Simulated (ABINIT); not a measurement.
The system is CaO.

```
Ca O
1.0
     0.00000    2.40356    2.40356
     2.40356    0.00000    2.40356
     2.40356    2.40356    0.00000
Ca O
1 1
Direct
  0.00000 0.00000 0.00000
  0.50000 0.50000 0.50000
```

The cell is a database's computed one.

Base run:

| Item | Value |
| --- | --- |
| Program | ABINIT 10.8.3 (patched build) |
| Functional | rPW86PBE |
| Potentials or basis | JTH PAW PBE v2.0 |
| Cutoff | 626 eV |
| k mesh | 10 × 10 × 10 |
| Occupations | fermi-dirac, width 0.05 eV |
| Spin | no spin polarisation |

Its results: band gap on the k mesh 3.66 eV, indirect (least direct gap 4.04 eV); pressure 3.6 GPa.

Q: After a change of settings the same cell gave: band gap on the k mesh 3.51 eV, indirect (least direct gap 3.89 eV); pressure -3.2 GPa. Which change was it?
A. functional from rPW86PBE to PBE; k mesh from 10 × 10 × 10 to 4 × 4 × 4
B. functional from rPW86PBE to PBE; potentials or basis from JTH PAW PBE v2.0 to PseudoDojo NC SR PBE v0.4.1 standard; cutoff from 626 eV to 1143 eV
C. functional from rPW86PBE to SOGGA
D. functional from rPW86PBE to LDA; potentials or basis from JTH PAW PBE v2.0 to PseudoDojo NC SR LDA v0.4.1 standard; cutoff from 626 eV to 1143 eV

A: C.

Caveats: the PAW data sets were made with another functional, which shifts forces and pressure a little.

Not every run made on this cell is shown here.
